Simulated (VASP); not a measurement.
# PtS2 (P-3m1) in VASP: notebook, part 2 of 2

VASP 6.6.1.

**4. Relaxation of cell and atoms, PBEsol**

INCAR

```
SYSTEM = PtS2
PREC     = Accurate       ! precision mode
ENCUT    = 600            ! plane-wave cutoff, eV
EDIFF    = 1E-6           ! SCF threshold, eV
ISMEAR   = 0              ! smearing method
SIGMA    = 0.03           ! smearing width, eV
LREAL    = .False.        ! projectors in reciprocal space
LASPH    = .True.         ! aspherical terms in the spheres
NELM     = 80             ! most SCF steps
ALGO     = Normal         ! electronic algorithm
ISIF     = 3              ! what is computed and relaxed
LWAVE    = .False.        ! write WAVECAR
LCHARG   = .False.        ! write CHGCAR
GGA      = PS             ! functional
IBRION   = 2              ! ionic algorithm
NSW      = 90             ! ionic steps
EDIFFG   = -0.01          ! ionic threshold
```

KPOINTS

```
Automatic mesh
0
Gamma
  9 9 5
  0 0 0
```

POSCAR

```
PtS2
1.0
    3.5432000000      0.0000000000      0.0000000000
   -1.7716000000      3.0685012107      0.0000000000
    0.0000000000      0.0000000000      5.0388000000
Pt S
1 2
Direct
    0.0000000000      0.0000000000      0.0000000000
    0.3333333333      0.6666666667      0.2270000000
    0.6666666667      0.3333333333      0.7730000000
```

Run with:

```
$ cat potpaw_PBE.64/Pt/POTCAR potpaw_PBE.64/S/POTCAR > POTCAR
$ mpirun -np 1 vasp_std > vasp.out
```

It took 8.8 min on 1 thread of Intel Xeon Platinum 8488C (Sapphire Rapids), shared host; peak memory 0.22 GiB.

The run converged. Its results:

```yaml
Free_energy: -16.9988 eV
Relaxed_volume: 17.68 Å³/atom
Relaxed_cell: a = 3.566 Å, b = 3.566 Å, c = 4.816 Å, α = 90.00°, β = 90.00°, γ = 120.00°
Space_group_after_relaxing_to_0.05_Å: P-3m1 (No. 164)
Energy_gained_by_relaxing: 22.4 meV/atom
Ionic_steps: 27
Pressure_after_relaxing: 0.0 GPa
Largest_force_after_relaxing: 0.006 eV/Å
Band_gap_on_the_k_mesh: 0.38 eV, indirect (least direct gap 0.89 eV)
```

Forces on the atoms (eV/Å):
```
Pt   0.000  0.000  0.000
S    0.000  0.000 -0.006
S    0.000  0.000  0.006
```

The path:
```
step  energy change (eV)  largest force (eV/Å)  pressure (GPa)  volume (Å³)
   1              0.0000                0.9301            6.16        54.78
   2              0.1062                0.8729           -9.98        60.54
   3             -0.0504                0.1994           -0.68        56.75
   4             -0.0504                0.2161           -0.50        56.70
   5             -0.0573                0.1277           -0.30        56.45
   6             -0.0600                0.0343           -0.10        56.19
   7             -0.0600                0.0274           -0.11        56.17
   8             -0.0603                0.0359           -0.02        56.06
   9             -0.0611                0.0655            0.26        55.72
  10             -0.0619                0.1229            0.83        55.04
  11             -0.0619                0.1516            1.14        54.71
  12             -0.0619                0.1509            1.13        54.70
  13             -0.0620                0.1502            1.15        54.68
  14             -0.0622                0.1494            1.15        54.63
  15             -0.0625                0.1476            1.12        54.54
  16             -0.0630                0.1446            1.11        54.36
  17             -0.0641                0.1397            1.07        54.00
  18             -0.0654                0.1311            1.04        53.27
  19             -0.0642                0.1192            1.18        51.79
  20             -0.0655                0.1331            1.15        52.68
  21             -0.0666                0.0844            0.61        52.85
  22             -0.0669                0.0134           -0.43        53.20
  23             -0.0670                0.0220           -0.03        53.07
  24             -0.0670                0.0205           -0.05        53.08
  25             -0.0670                0.0178           -0.06        53.07
  26             -0.0671                0.0101           -0.05        53.06
  27             -0.0671                0.0056           -0.02        53.05
```

Final structure:
```
Pt S
1.0
     3.56641    0.00000    0.00000
    -1.78320    3.08860    0.00000
     0.00000    0.00000    4.81572
Pt S
1 2
Cartesian
  0.0000 0.0000 0.0000
  0.0000 2.0591 1.1985
  1.7832 1.0295 3.6173
```

Levels at points of the mesh, in eV from the valence-band top:
| k point | band 9 | band 10 | band 11 | band 12 | band 13 | band 14 |
| --- | --- | --- | --- | --- | --- | --- |
| (0.00, 0.00, 0.00) | -1.42 | -1.42 | 0.00 | 1.59 | 1.59 | 3.90 |

Caveat: the PAW data sets were made with another functional, which shifts forces and pressure a little; spin-orbit coupling is left out, which moves the levels of the heavy elements; an odd mesh through Γ misses points on the zone boundary, where band edges often lie.

**5. Relaxation of cell and atoms, PBEsol**

This run uses another cell than the first one, of 17.68 Å³/atom, 0.968 times its volume.

Changes to INCAR since step 4:

```diff
@@ -3,3 +3,3 @@
 ENCUT    = 600            ! plane-wave cutoff, eV
-EDIFF    = 1E-6           ! SCF threshold, eV
+EDIFF    = 1E-7           ! SCF threshold, eV
 ISMEAR   = 0              ! smearing method
@@ -16,2 +16,2 @@
 NSW      = 90             ! ionic steps
-EDIFFG   = -0.01          ! ionic threshold
+EDIFFG   = -0.005         ! ionic threshold
```

KPOINTS is that of step 4.

POSCAR

```
PtS2                                    
1.0
    3.5664071049      0.0000000000      0.0000000000
   -1.7832035525      3.0885991531     -0.0000000000
    0.0000000000     -0.0000000000      4.8157167708
  Pt              S             
     1     2
Direct
     0.0000000000000000    0.0000000000000000    0.0000000000000000
     0.3333333332999970    0.6666666667000030    0.2488649852063705
     0.6666666667000030    0.3333333332999970    0.7511350147936293
```

Run with:

```
$ cat potpaw_PBE.64/Pt/POTCAR potpaw_PBE.64/S/POTCAR > POTCAR
$ mpirun -np 1 vasp_std > vasp.out
```

Wall time 72 s (1 thread of Intel Xeon Platinum 8488C (Sapphire Rapids), shared host); peak memory 0.21 GiB.

The run converged. Its results:

* Free energy: -16.9987 eV
* Relaxed volume: 17.68 Å³/atom
* Relaxed cell: a = 3.566 Å, b = 3.566 Å, c = 4.815 Å, α = 90.00°, β = 90.00°, γ = 120.00°
* Space group after relaxing (to 0.05 Å): P-3m1 (No. 164)
* Energy gained by relaxing: 0.0 meV/atom
* Ionic steps: 3
* Pressure after relaxing: 0.0 GPa
* Band gap on the k mesh: 0.38 eV, indirect (least direct gap 0.89 eV)

Final structure:
```
Pt S
1.0
     3.56629    0.00000    0.00000
    -1.78314    3.08850    0.00000
     0.00000    0.00000    4.81465
Pt S
1 2
Direct
  0.00000 0.00000 0.00000
  0.33333 0.66667 0.24883
  0.66667 0.33333 0.75117
```

Levels at points of the mesh, in eV from the valence-band top:
```csv
k point,band 8,band 9,band 10,band 11,band 12,band 13,band 14,band 15
"(0.00, 0.00, 0.00)",-2.31,-1.42,-1.42,0.00,1.59,1.59,3.90,5.10
```

Caveat: the PAW data sets were made with another functional, which shifts forces and pressure a little; spin-orbit coupling is left out, which moves the levels of the heavy elements; an odd mesh through Γ misses points on the zone boundary, where band edges often lie.
